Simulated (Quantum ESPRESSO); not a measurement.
SiO2: changing the choice of potentials or basis

```
Si O
1.0
    -2.47729    2.47729    3.65567
     2.47729   -2.47729    3.65567
     2.47729    2.47729   -3.65567
Si O
2 4
Direct
  0.75000 0.25000 0.50000
  0.00000 0.00000 0.00000
  0.87500 0.02821 0.65321
  0.77821 0.12500 0.15321
  0.97179 0.62500 0.84679
  0.37500 0.22179 0.34679
```

The cell comes from a database or a generator and needn't be the stable form of this composition.

Kept alike: task band structure; functional LDA; k mesh 8 × 8 × 8; occupations fermi-dirac, width 0.05 eV; no spin polarisation. Program: Quantum ESPRESSO. Cutoffs run from 612 to 1252 eV. The mesh is that of the run's cell of 6 atoms. No spin-orbit coupling.

| choice of potentials or basis | band gap (eV) | pressure (GPa) |
| --- | --- | --- |
| GBRV 1.5 LDA | 5.718 | -1.23 |
| PseudoDojo 0.4.1 SR LDA standard | 5.745 | -2.92 |
| PseudoDojo 0.4.1 SR LDA stringent | 5.735 | -2.65 |

Pressure is positive in compression; the values hold the error of the finite cutoff, so their zero can differ a little from the energy's minimum. Runs of this series that gave no sound value for these columns are left out. Gaps are the smaller of the mesh's and the band path's.

Task: What does the choice of potentials or basis change here?

Result: The band gap runs from 5.718 (GBRV 1.5 LDA) to 5.745 eV (PseudoDojo 0.4.1 SR LDA standard). The pressure runs from -2.92 (PseudoDojo 0.4.1 SR LDA standard) to -1.23 GPa (GBRV 1.5 LDA).
